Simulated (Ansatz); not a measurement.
WSe2, one cell by several methods

```
W Se
1.0
     3.22284    0.00000    0.00000
    -1.61142    2.79106    0.00000
     0.00000    0.00000   12.70523
W Se
2 4
Direct
  0.33333 0.66667 0.25000
  0.66667 0.33333 0.75000
  0.33333 0.66667 0.62100
  0.66667 0.33333 0.12100
  0.33333 0.66667 0.87900
  0.66667 0.33333 0.37900
```

Atom numbers follow the list: W1, W2, Se3, Se4, Se5, Se6.

The cell is COD entry 9009146, as deposited and not checked against the literature; nothing was relaxed. The listed cell was then made from it by scaling, straining or moving an atom.

Spin–orbit coupling is left out, though it moves levels of the heavy atoms by tenths of an eV or more.

All numbers are computed: DFT, PBE, PAW with Ansatz's default frozen-core files, scalar-relativistic (Ansatz 0.2.0); DFT, PBE, all-electron PAW with datasets made for the crystal, scalar-relativistic (Ansatz 0.2.0); DFT, PBE, all-electron LAPW, scalar-relativistic (Ansatz 0.2.0).

For PAW: a Γ-centred 11×11×3 k mesh, Fermi–Dirac smearing of 0.08 eV, cutoff 420 eV, no spin polarisation. The crystal-made all-electron datasets (AE datasets) take a cutoff of 300 eV at this cell. LAPW targets a basis error of 0.5 meV/atom. The Ansatz runs share mesh, smearing and spin set-up. Plane-wave (PAW) pressures include the program's estimate of the Pulay term.

Stress and pressure are positive in compression.

The change that made this cell: volume scaled by 0.94.

| quantity | PAW | AE datasets | LAPW |
| --- | --- | --- | --- |
| pressure (GPa) | 14.12 | 14.15 | 14.15 |
| stress xx (GPa) | 13.20 | 13.23 | 13.23 |
| stress zz (GPa) | 15.97 | 15.99 | 15.99 |
| force on Se3, z (eV/Å) | -1.292 | -1.295 | -1.294 |
| band gap (eV) | 0.892 | 0.894 | 0.894 |

PAW's pressure differs from the LAPW value by -0.03 GPa.
